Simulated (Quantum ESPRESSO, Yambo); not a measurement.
# A GW run on P (puckered monolayer) in Yambo, with inputs changed

Aim: change inputs of a GW run on P (puckered monolayer) and see what moves.

Main program and level: Yambo 5.3.0; PBE and many-body steps on it, plane waves.

## (1) Starting point

The cell holds 4 atoms: 4 P. Cell: a = 4.627 Å, b = 3.304 Å, c = 14.000 Å, α = 90.0°, β = 90.0°, γ = 90.0°. Vacuum lies along c.

Structure file:

```xyz
4
Lattice="4.6272 0.0000 0.0000 0.0000 3.3044 0.0000 0.0000 0.0000 14.0000" Properties=species:S:1:pos:R:3
P     0.4108    0.0000    8.0537
P     1.9028    1.6522    8.0537
P     2.7243    1.6522    5.9463
P     4.2164    0.0000    5.9463
```

The structure was relaxed with PBE. The runs that relaxed it are not among those shown.

## (2) Base

This step: Yambo 5.3.0; G0W0 on PBE, plane waves, norm-conserving pseudopotentials.

Now the one-shot GW correction: screening in the RPA, then the self-energy of the levels asked for.

gw2.in

```
HF_and_locXC
gw0
dyson
ppa
em1d
rim_cut
rim_w
RandQpts= 3000000
RandGvec= 100 RL
CUTGeo= "slab z"
RandGvecW= 9 RL
EXXRLvcs= 36 Ry
VXCRLvcs= 144 Ry
Chimod= "HARTREE"
% BndsRnXp
 1 | 202 |
%
NGsBlkXp= 10.5 Ry
% LongDrXp
 1 | 1 | 0 |
%
% GbndRnge
 1 | 202 |
%
DysSolver= "n"
ExtendOut
PPAPntXp= 27.21138 eV
% QPkrange
 1 | 1 | 9 | 12 |
%
```

Started as:

```console
$ OMP_NUM_THREADS=1 mpirun -n 8 yambo -F gw2.in -J gw2 -C gw2 > gw2.log
```

Log:

```text
 Yambo, version 5.3.0

 [02] CORE Variables Setup
 =========================

  [... cell, symmetries and grids as in the set-up ...]

  [02.05] Energies & Occupations
  ==============================

  [X] === General ===
  [X] Electronic Temperature                        :  0.000000  0.000000 [eV K]
  [X] Bosonic    Temperature                        :  0.000000  0.000000 [eV K]
  [X] Finite Temperature mode                       : no
  [X] El. density                                   :  0.93433E+23 [cm-3]
  [X] Fermi Level                                   : -0.738122 [eV]

  [X] === Gaps and Widths ===
  [X] Conduction Band Min                           :  0.907578 [eV]
  [X] Valence Band Max                              :  0.000000 [eV]
  [X] Filled Bands                                  :  10
  [X] Empty Bands                                   :    11   425
  [X] Direct Gap                                    :  0.907578 [eV]
  [X] Direct Gap localized at k                     :  1
  [X] Indirect Gap                                  :  0.907578 [eV]
  [X] Indirect Gap between kpts                     :  1  1
  [X] Last valence band width                       :  1.926594 [eV]
  [X] 1st conduction band width                     :  1.900290 [eV]

 [03] Transferred momenta grid and indexing
 ==========================================

 IBZ Q-points                                      :  20
 BZ  Q-points                                      :   48

 K/Q-points units:
 rlu = crystal or reduced units; cc = cartesian coordinates; iku = interal k-units

 Q [ 1]         [rlu]:  0.000000  0.000000  0.000000
 Q [ 2]         [rlu]:  0.000000  0.125000  0.000000
 Q [ 3]         [rlu]:  0.000000  0.250000  0.000000
 Q [ 4]         [rlu]:  0.000000  0.375000  0.000000
 Q [ 5]         [rlu]:  0.000000 -0.500000  0.000000
 Q [ 6]         [rlu]:  0.166667  0.000000  0.000000
 Q [ 7]         [rlu]:  0.166667  0.125000  0.000000
 Q [ 8]         [rlu]:  0.166667  0.250000  0.000000
 Q [ 9]         [rlu]:  0.166667  0.375000  0.000000
 Q [10]         [rlu]:  0.166667 -0.500000  0.000000
     [... 8 further rows ...]
 Q [19]         [rlu]: -0.500000  0.375000  0.000000
 Q [20]         [rlu]: -0.500000 -0.500000  0.000000

 [04] Coloumb potential Random Integration (RIM)
 ===============================================

 Performing RIM of v_slab

  [04.01] RIM initialization
  ==========================

  * Diagonal components only detected *

  8 x (sBL volume)        :  0.028620 [a.u.]
  sBZ random points       :  3000000
  Points outside the sBZ  :  24001885
  RL volume               :  0.171717 [a.u.]
  Integrated volume       :  0.171704 [a.u.]

  [04.02] RIM integrals
  =====================

  Gamma point sphere radius             :  0.030967 [a.u.]
  Points outside the sphere             :  2398759
  [Int_sBZ(q=0) 1/q^2]*(Vol_sBZ)^(-1/3) =:  7.196484
                                 should be <:  7.795600

  Summary of Coulomb integrals for non-metallic bands |Q|[au] RIM/Bare

  Q [1] 0.100000E-4 0.923147 * Q [6] 0.119761 0.853887
  Q [2] 0.125778 0.886630 * Q [7] 0.173674 0.958504
  Q [11] 0.239522 0.986832 * Q [3] 0.251556 0.998334
  Q [12] 0.270538 0.999545 * Q [8] 0.278609 1.004599
  Q [13] 0.347349 1.009789 * Q [16] 0.359283 1.007172
  Q [4] 0.377334 1.011366 * Q [17] 0.380663 1.008523
  Q [9] 0.395883 1.011299 * Q [18] 0.438594 1.009436
  Q [14] 0.446936 1.010312 * Q [5] 0.503112 1.009160
  Q [10] 0.517170 1.008788 * Q [19] 0.521023 1.008359
  Q [15] 0.557219 1.007754 * Q [20] 0.618228 1.006359
  Non-periodic chartesian directions : none
  Optical renormalization            :  26.45617 [au]
  Polarizability dimension           : length

 [05] Coloumb potential CutOffslab
 =================================

 Cut directionsZ
 Slab Cutoff:Z
 Symmetry test passed : yes

 [06] Dipoles
 ============

  [06.01] Setup: observables and procedures
  =========================================

  [WARNING] [x,Vnl] slows the Dipoles computation. To neglect it rename the ns.kb_pp file

[...]
X Drude frequency                                :  0.000000  0.000000
  X poles                                          :  100.0000 [o/o]
  RL vectors in the sum                            :   6937
  [r,Vnl] included                                 : yes
  Field direction                                  :  0.707107E-5  0.707107E-5   0.00000
  BZ energy Double Grid                            : no
  BZ energy DbGd points                            : 0
  BZ Q point size factor                           : -1.000000
  X Optical Averaged directions                    : none

 [08] Local Exchange-Correlation + Non-Local Fock
 ================================================

 [VXC] Plane waves :   42135
 [EXS] Plane waves :   5277

 QP @ state[ 1 ] K range:  1  1
 QP @ state[ 1 ] b range:   9  12

 [xc] Functional : Perdew, Burke & Ernzerhof(X)+Perdew, Burke & Ernzerhof(C)
 [xc] LIBXC used to calculate xc functional
  PP Number of Atomic Species                      :  1
  NLCC RL compoments                               :   42135
  PP Number of Atomic Species                      :  1
  NLCC RL compoments                               :   42135

 [xc] E_xc :  -6.688395 [Ha]
      E_xc :  -13.37679 [Ry]

  Local XC kind (lXC) : Perdew, Burke & Ernzerhof(X)+Perdew, Burke & Ernzerhof(C)
  Non-Local XC kind (nlXC) : Hartree-Fock

  Corrections @ K [1] :  [eV]
 <9|nlXC|9> = -13.08593 -0.10102E-16 <9|lXC|9> = -10.56745 -0.19022E-26
 <10|nlXC|10> = -13.17088  0.17349E-16 <10|lXC|10> = -11.64676 -0.37763E-15
 <11|nlXC|11> = -6.501177  0.27077E-17 <11|lXC|11> = -9.949237 -0.25158E-27
 <12|nlXC|12> = -6.563205  0.17507E-18 <12|lXC|12> = -10.94408  0.14161E-15

 [09] Dyson equation: Newton solver
 ==================================

  [09.01] RIM-W interpolation
  ===========================

  [WARNING] RIM-W works only for 2D semiconductors with slab cutoff
  Found compatible q grid: 2D
  q_min[ 1 ]:  0.166667  0.000000  0.000000 [rlu]
   0.166667  0.000000  0.000000 [iku]
  q_min[ 2 ]:  0.000000  0.125000  0.000000 [rlu]
   0.000000  0.125000  0.000000 [iku]
  G-vectors :   9
  G-vectors loaded:   83
  Number of interpolated frequencies:  2

  Evaluating coefficients q = 0
  Evaluating coefficients q = 0

  [09.02] RIM-W integrals
  =======================

  8 x (sBL volume)        :  0.028620 [a.u.]
  sBZ random points       :  3000000
  Points outside the sBZ  :  24001885
  RL volume               :  0.171717 [a.u.]
  Integrated volume       :  0.171704 [a.u.]

  [09.03] RIM integrals
  =====================

  Comparison between head Wc = W - v averages: < Wc > [au] RIM-W/RIM

   < -Wc [Q = 1] > 0.289493E-1 0.412117E-4 * < -Wc [Q = 2] > 0.006018 0.005919
   < -Wc [Q = 3] > 0.001367 0.001349 * < -Wc [Q = 4] > 0.507035E-3 0.502758E-3
   < -Wc [Q = 5] > 0.240502E-3 0.239189E-3 * < -Wc [Q = 6] > 0.006592 0.006529
   < -Wc [Q = 7] > 0.003225 0.003126 * < -Wc [Q = 8] > 0.001067 0.001050
   < -Wc [Q = 9] > 0.443193E-3 0.439113E-3 * < -Wc [Q = 10] > 0.220890E-3 0.219635E-3
   < -Wc [Q = 11] > 0.001540 0.001521 * < -Wc [Q = 12] > 0.001152 0.001134
   < -Wc [Q = 13] > 0.609284E-3 0.600473E-3 * < -Wc [Q = 14] > 0.313916E-3 0.310499E-3
   < -Wc [Q = 15] > 0.175162E-3 0.174000E-3 * < -Wc [Q = 16] > 0.574226E-3 0.569377E-3
   < -Wc [Q = 17] > 0.492579E-3 0.488307E-3 * < -Wc [Q = 18] > 0.333651E-3 0.330566E-3
   < -Wc [Q = 19] > 0.205722E-3 0.203766E-3 * < -Wc [Q = 20] > 0.127954E-3 0.126957E-3

  Comparison between head Wc = W - v averages: < Wc > [au] RIM-W/RIM

   < -Wc [G = 1,G`=0] > 0.289493E-1 0.412117E-4 * < -Wc [G = 2,G`=0] >-0.872532E-3  0.00000
   < -Wc [G = 3,G`=0] >-0.872532E-3  0.00000 * < -Wc [G = 4,G`=0] >-0.363728E-5  0.00000
   < -Wc [G = 5,G`=0] >-0.363728E-5  0.00000 * < -Wc [G = 6,G`=0] > 0.711383E-4  0.00000
   < -Wc [G = 7,G`=0] > 0.711383E-4  0.00000 * < -Wc [G = 8,G`=0] >-0.42004E-11  0.0000
   < -Wc [G = 9,G`=0] >-0.42694E-11  0.0000

 [10] G0W0 (W PPA)
 =================

 [  GW  ] Bands range     :    1  202
 [GW/PPA] G damping       :  0.100000 [eV]

 QP @ state[ 1 ] K range:  1  1
 QP @ state[ 1 ] b range:   9  12

  Sc/G bands                                       :    1  202
  Sc/G damping                                     :  0.100000 ev
  Sc bands terminator                              : no
  Sx RL components                                 :   5277

  QP @ state[ 1 ] K range                          :  1  1
  QP @ state[ 1 ] b range                          :   9  12
  GF energies kind                                 : Perdew, Burke & Ernzerhof(X)+Perdew, Burke & Ernzerhof(C)
  GF WF`s kind                                     : Perdew, Burke & Ernzerhof(X)+Perdew, Burke & Ernzerhof(C)
  Xs energies kind                                 : Perdew, Burke & Ernzerhof(X)+Perdew, Burke & Ernzerhof(C)
  Xs WF`s kind                                     : Perdew, Burke & Ernzerhof(X)+Perdew, Burke & Ernzerhof(C)

 [14] Game Over & Game summary
```

The job ended after 13 min (8 MPI ranks of Arm Neoverse V1, shared host; peak memory 6.1 GiB).

Numbers from this step:

```yaml
g0w0_gap_on_the_points_computed: 2.016 eV
starting_gap_on_the_mesh: 0.9076 eV
k_of_the_valence_top: 0, 0, 0
k_of_the_conduction_bottom: 0, 0, 0
least_direct_g0w0_gap_on_the_computed_points: 2.016 eV
z_at_the_valence_top: 0.7340
z_at_the_conduction_bottom: 0.7454
```

The gap on the mesh goes from 0.91 eV to 2.02 eV, a correction of +1.11 eV.

## (3) Core charge in Vxc

gw6.in, as its differences from gw2.in of step 2:

```diff
@@ -30 +30,2 @@
 %
+UseNLCC
```

Started as:

```console
$ OMP_NUM_THREADS=1 mpirun -n 8 yambo -F gw6.in -J gw6,gw2_W -C gw6 > gw6.log
```

Log:

```text
 Yambo, version 5.3.0

 [02] CORE Variables Setup
 =========================

  [... cell, symmetries and grids as in the set-up ...]

  [02.05] Energies & Occupations
  ==============================

  [X] === General ===
  [X] Electronic Temperature                        :  0.000000  0.000000 [eV K]
  [X] Bosonic    Temperature                        :  0.000000  0.000000 [eV K]
  [X] Finite Temperature mode                       : no
  [X] El. density                                   :  0.93433E+23 [cm-3]
  [X] Fermi Level                                   : -0.738122 [eV]

  [X] === Gaps and Widths ===
  [X] Conduction Band Min                           :  0.907578 [eV]
  [X] Valence Band Max                              :  0.000000 [eV]
  [X] Filled Bands                                  :  10
  [X] Empty Bands                                   :    11   425
  [X] Direct Gap                                    :  0.907578 [eV]
  [X] Direct Gap localized at k                     :  1
  [X] Indirect Gap                                  :  0.907578 [eV]
  [X] Indirect Gap between kpts                     :  1  1
  [X] Last valence band width                       :  1.926594 [eV]
  [X] 1st conduction band width                     :  1.900290 [eV]

 [03] Transferred momenta grid and indexing
 ==========================================

 IBZ Q-points                                      :  20
 BZ  Q-points                                      :   48

 K/Q-points units:
 rlu = crystal or reduced units; cc = cartesian coordinates; iku = interal k-units

 Q [ 1]         [rlu]:  0.000000  0.000000  0.000000
 Q [ 2]         [rlu]:  0.000000  0.125000  0.000000
 Q [ 3]         [rlu]:  0.000000  0.250000  0.000000
[...]
Q [ 8]         [rlu]:  0.166667  0.250000  0.000000
 Q [ 9]         [rlu]:  0.166667  0.375000  0.000000
 Q [10]         [rlu]:  0.166667 -0.500000  0.000000
     [... 8 further rows ...]
 Q [19]         [rlu]: -0.500000  0.375000  0.000000
 Q [20]         [rlu]: -0.500000 -0.500000  0.000000

 [04] Coloumb potential Random Integration (RIM)
 ===============================================

 Summary of Coulomb integrals for non-metallic bands |Q|[au] RIM/Bare

 Q [1] 0.100000E-4 0.923147 * Q [6] 0.119761 0.853887
 Q [2] 0.125778 0.886630 * Q [7] 0.173674 0.958504
 Q [11] 0.239522 0.986832 * Q [3] 0.251556 0.998334
[...]
Q [10] 0.517170 1.008788 * Q [19] 0.521023 1.008359
 Q [15] 0.557219 1.007754 * Q [20] 0.618228 1.006359
 Non-periodic chartesian directions : none
 Optical renormalization            :  26.45617 [au]
 Polarizability dimension           : length

 [05] Coloumb potential CutOff slab z
 ====================================

 [06] Dipoles
 ============

  [06.01] Setup: observables and procedures
  =========================================

 [07] Dynamic Dielectric Matrix (PPA)
 ====================================

  Sc/G bands                                       :    1  202
  Sc/G damping                                     :  0.100000 ev
  Sc bands terminator                              : no
  Sx RL components                                 :   5277

  QP @ state[ 1 ] K range                          :  1  1
  QP @ state[ 1 ] b range                          :   9  12
  GF energies kind                                 : Perdew, Burke & Ernzerhof(X)+Perdew, Burke & Ernzerhof(C)
  GF WF`s kind                                     : Perdew, Burke & Ernzerhof(X)+Perdew, Burke & Ernzerhof(C)
  Xs energies kind                                 : Perdew, Burke & Ernzerhof(X)+Perdew, Burke & Ernzerhof(C)
  Xs WF`s kind                                     : Perdew, Burke & Ernzerhof(X)+Perdew, Burke & Ernzerhof(C)

 [14] Game Over & Game summary
```

Wall time 1.7 min (8 MPI ranks); peak memory 5.9 GiB; 14 min of CPU time.

This step gave:

- G0W0 gap on the points computed: 1.985 eV
- starting gap on the mesh: 0.9076 eV
- k of the valence top: 0, 0, 0
- k of the conduction bottom: 0, 0, 0
- least direct G0W0 gap on the computed points: 1.985 eV
- Z at the valence top: 0.7340
- Z at the conduction bottom: 0.7454

Against G0W0 in Yambo (6×8×1 mesh, 202 bands, screening to 142.9 eV, Godby-Needs plasmon pole), the gap moves by −0.032 eV.

(Part 1 of 2 ends here.)

[Paths, hosts, dates, memory and timing lines, banners, echoed tables and standing remarks are left out of the program output.]

[Logs are printed without paths, hosts, clocks, repeated set-up lines and the standing remarks that a program may print on its own settings, such as how far it seeks lower states.]

[Runs of the session that timed out or met a known fault of the program may be left out.]

[Hosts, paths, dates, database ids (printed as entryN), source tags and the programs' standing remarks are cut or masked in the printed files.]
